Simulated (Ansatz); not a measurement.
**TiO2 at a changed volume: Ti-49 NMR of the central transition**

Cell: an entry of the Crystallography Open Database (COD), relaxed with PBE at fixed cell and then changed (volume scaled by 0.96).

Space group Pbcn (No. 60); a = 4.4540, b = 5.4227, c = 4.8722 Å.

| site | Wyckoff | site symmetry | x | y | z |
| --- | --- | --- | --- | --- | --- |
| Ti | 4c | .2. | 0.0000 | 0.1745 | 0.2500 |
| O | 8d | 1 | 0.2704 | 0.3819 | 0.4197 |

One atom of each set is listed.

Level of theory: DFT, PBE, plane waves and PAW (field gradients read without the response of the frozen cores, which leaves them typically 4 to 6 % off), scalar-relativistic, 420 eV cutoff, Γ-centred 5×4×4 k-points, Fermi–Dirac smearing 0.02 eV (Ansatz 0.2.0).

Ti-49 has I = 7/2 and Q = 247.0 mb (Pyykkö 2018); at 35.2 T its Larmor frequency is ν₀ = 84.6 MHz. Only the quadrupole interaction is simulated: positions count from each site's isotropic chemical shift, and J coupling is left out, as are shift anisotropy and dipolar coupling, which fast spinning averages.

(1) Simulate the second-order pattern (fast magic-angle spinning, Gaussian broadening 0.8 kHz) of site Ti (6 O at 1.84–2.06 Å).

Results:

(1) The calculation gives C_Q = 17.0 MHz and η = 0.67, so ν_Q = 1.21 MHz and the centre of gravity lies at -118 ppm (-10.0 kHz).

```csv
offset (kHz),height
-24.61,0
-23.78,1
-22.95,7
-22.12,8
-21.29,8
-20.46,11
-19.64,20
-18.81,23
-17.98,24
-17.15,26
-16.32,28
-15.49,30
-14.66,33
-13.84,38
-13.01,66
-12.18,100
-11.35,78
-10.52,72
-9.69,75
-8.86,89
-8.03,75
-7.21,60
-6.38,52
-5.55,47
-4.72,43
-3.89,40
-3.06,38
-2.23,36
-1.40,34
-0.58,23
0.25,3
1.08,0
```

At this changed cell the PBE pressure is 16 GPa.
